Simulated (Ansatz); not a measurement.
# Si: band gap under strain

Aim: follow the gap of Si (database structure) through these states: no strain; -0.4 % biaxial strain in x and y, z held; +4.4 % equal strain in all directions. The table at the end shows which levels were run.

The runs shown are made with Ansatz 0.2.0. PAW datasets, plane waves. Computed at 0 K without zero-point motion; spin polarisation is off.

## 1. The system as given

The unstrained cell was relaxed with r2SCAN; in each strained cell the atoms were relaxed again with r2SCAN. Names of k-points are those of the unstrained zone, where strain can split equivalent points. First state: no strain.

The symmetry is Fd-3m (No. 227, cubic); conventional cell a = 5.444 Å, 20.17 Å³ an atom. Si has 4 Si at 2.36 Å.

The structure in full:

```cif
data_structure
_symmetry_space_group_name_H-M 'Fd-3m:1'
_symmetry_Int_Tables_number 227
_cell_length_a 5.4442
_cell_length_b 5.4442
_cell_length_c 5.4442
_cell_angle_alpha 90.000
_cell_angle_beta 90.000
_cell_angle_gamma 90.000
_cell_volume 161.37
loop_
_atom_site_label
_atom_site_type_symbol
_atom_site_symmetry_multiplicity
_atom_site_Wyckoff_symbol
_atom_site_fract_x
_atom_site_fract_y
_atom_site_fract_z
_atom_site_occupancy
Si1 Si 8 b 0.25000 0.75000 0.25000 1
```

## 2. No strain: PBE

File input.yaml:

```yaml
crystal:
  lattice:
    - [0.0, 2.7221197381, 2.7221197381]
    - [2.7221197381, 0.0, 2.7221197381]
    - [2.7221197381, 2.7221197381, 0.0]
  atoms:
    - { symbol: Si, position: [0.25, 0.25, 0.25] }
    - { symbol: Si, position: [0.0, 0.0, 0.0] }
kpoints:
  mp_grid: { grid: [8, 8, 8] }
  band_path:
    path:
      - [0.0, 0.0, 0.0]
      - [0.5, 0.0, 0.5]
      - [0.625, 0.25, 0.625]
      - [0.375, 0.375, 0.75]
      - [0.5, 0.5, 0.5]
      - [0.5, 0.25, 0.75]
      - [0.0, 0.419271, 0.419271]
    npoints: 1
hamiltonian:
  xc: pbe
scf:
  occupations: { method: fermi_dirac, width: 0.02 }
  n_extra_bands: 4
output:
  forces: true
  stress: true
  eigenvalues: true
```

Launch:

```console
$ ansatz run input.yaml --threads 4 --pin off --max-ram 5529MiB --backend cpu --events-out ev --progress --plain --runs-dir out
```

The runs that follow: No strain: r2SCAN; No strain: HSE06; No strain: G0W0@PBE; -0.4 % biaxial strain in x and y, z held: PBE; -0.4 % biaxial strain in x and y, z held: r2SCAN; -0.4 % biaxial strain in x and y, z held: HSE06; -0.4 % biaxial strain in x and y, z held: G0W0@PBE; +4.4 % equal strain in all directions: PBE; +4.4 % equal strain in all directions: r2SCAN; +4.4 % equal strain in all directions: HSE06; +4.4 % equal strain in all directions: G0W0@PBE.

**Question.** What will these runs give?

**Answer**, as computed:

Least gap in eV (negative: overlap), with the change from the unstrained cell in brackets. G0W0 is on its own coarse mesh.

```
                                   state  volume change (%)           PBE        r2SCAN         HSE06          G0W0
                               no strain               +0.0          0.58          0.77          1.14          1.18
-0.4 % biaxial strain in x and y, z held               -0.9  0.54 (-0.04)  0.73 (-0.04)  1.10 (-0.04)  1.15 (-0.03)
   +4.4 % equal strain in all directions              +13.8  0.79 (+0.21)  0.96 (+0.19)  1.34 (+0.20)  1.36 (+0.18)
```

In words: The largest move of the HSE06 gap in the table is +0.195 eV, under +4.4 % equal strain in all directions. PBE and HSE06 differ by 0.56 eV on the unstrained gap, and by at most 0.01 eV on its change: PBE follows the response to strain far better than the gap itself. G0W0 here is at a finite number of bands, screening cutoff and k mesh, not at the basis limit.
